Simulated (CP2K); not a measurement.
The system is HfC.

```xyz
2
Lattice="3.2880 0.0000 0.0000 1.6440 2.8475 0.0000 1.6440 0.9492 2.6847" Properties=species:S:1:pos:R:3 pbc="T T T"
Hf    3.2880    1.8984    1.3423
C     0.0000    0.0000    0.0000
```

Base run:

```yaml
Program: CP2K 2026.2
Functional: TPSS
Potentials_or_basis: POTENTIAL_UZH Hf GTH-PBE-q12, C GTH-PBE-q4; TZVP-MOLOPT-PBE-GTH basis
Density_cutoff: 9184 eV
k_mesh: 10 × 10 × 10
Occupations: fermi-dirac, width 0.05 eV
Spin: no spin polarisation
```

Its results: band gap on the k mesh none (metal or under the smearing width); pressure -1.3 GPa.

After a change of settings the same cell gave: band gap on the k mesh none (metal or under the smearing width); pressure -45.0 GPa. Which change was it?
A. functional from TPSS to LDA
B. functional from TPSS to HLE16
C. functional from TPSS to OLYP
D. functional from TPSS to optB88-vdW

B.

Caveats: the potentials were made for another functional, which shifts forces and pressure; the basis of atomic orbitals isn't converged, which shifts pressures, moduli and gaps; the potentials were made for a functional far from this one (some runs); the cell as given lies far from equilibrium (some runs).
